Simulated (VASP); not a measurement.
BP, 2 atoms in the cell. It takes space group F-43m (No. 216, cubic). Conventional cell: a = 4.538 Å, b = 4.538 Å, c = 4.538 Å, α = 90.00°, β = 90.00°, γ = 90.00°. B (site symmetry -43m) is surrounded by 4 P at 1.97 Å. Around P (site symmetry -43m) lie 4 B at 1.97 Å. 

- Program: VASP 6.6.1
- Task: relaxation of cell and atoms
- Functional: PBEsol
- Potentials or basis: VASP PAW PBE potentials, release 64 (B, P)
- Cutoff: 600 eV
- k mesh: 10 × 10 × 10
- Occupations: gaussian, width 0.03 eV
- Spin: no spin polarisation
- Further INCAR settings: ALGO = Normal; EDIFF = 1e-06; IBRION = 2; EDIFFG = -0.01; NSW = 90; ISIF = 3

Potentials or basis: VASP PAW PBE potentials, release 64 (B, P).

Run with:

```bash
$ cat potpaw_PBE.64/B/POTCAR potpaw_PBE.64/P/POTCAR > POTCAR
$ mpirun -np 1 vasp_std > vasp.out
```

Hardware: 1 thread of Intel(R) Xeon(R) Platinum 8559C (Emerald Rapids), on a shared host.

Q: How long does it take, and how much memory?

A: It took 15 s on 1 thread of Intel(R) Xeon(R) Platinum 8559C (Emerald Rapids), with other jobs on the host, peak memory 0.15 GiB. Counts: scf iterations 24, k points 47, ion steps 3.
